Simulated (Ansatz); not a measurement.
Pressure against volume: AgCl

```yaml
crystal:
  lattice:
    - [0.00000, 3.02955, 3.02955]
    - [3.02955, 0.00000, 3.02955]
    - [3.02955, 3.02955, 0.00000]
  atoms:
    - { symbol: Ag, position: [0.00000, 0.00000, 0.00000] }
    - { symbol: Cl, position: [0.25000, 0.25000, 0.25000] }
```

The structure comes from a relaxation in the same program, started in the zincblende type, and has space group F-43m. Whether it is a known phase or the ground state wasn't checked.

All numbers are computed: DFT, PBE, all-electron LAPW, scalar-relativistic (Ansatz 0.2.0); DFT, PBE, PAW with Ansatz's default frozen-core files, scalar-relativistic (Ansatz 0.2.0).

For LAPW: a Γ-centred 11×11×11 k mesh, Fermi–Dirac smearing of 0.03 eV, basis error target 1 meV/atom, no spin polarisation. PAW takes a cutoff of 420 eV at this cell. The Ansatz runs share mesh, smearing and spin set-up. Plane-wave (PAW) pressures include the program's estimate of the Pulay term.

The cell above is scaled evenly, with fractional coordinates and shape held.

```json
{"V/V(cell)": "0.9405", "V (Å³/atom)": "26.151", "P, LAPW (GPa)": "2.16", "P, PAW (GPa)": "2.15", "gap on the k mesh, LAPW (eV)": "1.22"}
{"V/V(cell)": "0.9800", "V (Å³/atom)": "27.250", "P, LAPW (GPa)": "0.65", "P, PAW (GPa)": "0.64", "gap on the k mesh, LAPW (eV)": "1.27"}
{"V/V(cell)": "1.0000", "V (Å³/atom)": "27.806", "P, LAPW (GPa)": "0.01", "P, PAW (GPa)": "0.00", "gap on the k mesh, LAPW (eV)": "1.30"}
{"V/V(cell)": "1.0200", "V (Å³/atom)": "28.362", "P, LAPW (GPa)": "?", "P, PAW (GPa)": "?", "gap on the k mesh, LAPW (eV)": "?"}
{"V/V(cell)": "1.0600", "V (Å³/atom)": "29.474", "P, LAPW (GPa)": "-1.50", "P, PAW (GPa)": "-1.51", "gap on the k mesh, LAPW (eV)": "1.36"}
```

Task: Fill in the row V/V(cell) = 1.0200.

Result: P, LAPW (GPa) = -0.56, P, PAW (GPa) = -0.57, gap on the k mesh, LAPW (eV) = 1.32.

Task: What do Birch–Murnaghan fits to the pressures give?

Result: LAPW: V0 = 27.81 Å³/atom, B0 = 30 GPa, B0′ = 5.1; PAW: V0 = 27.80 Å³/atom, B0 = 30 GPa, B0′ = 5.1.

PAW's V0 lies -0.04 % from the all-electron value and its B0 -0.1 %. Symmetry fixes shape and coordinates here, so this is the relaxed modulus.
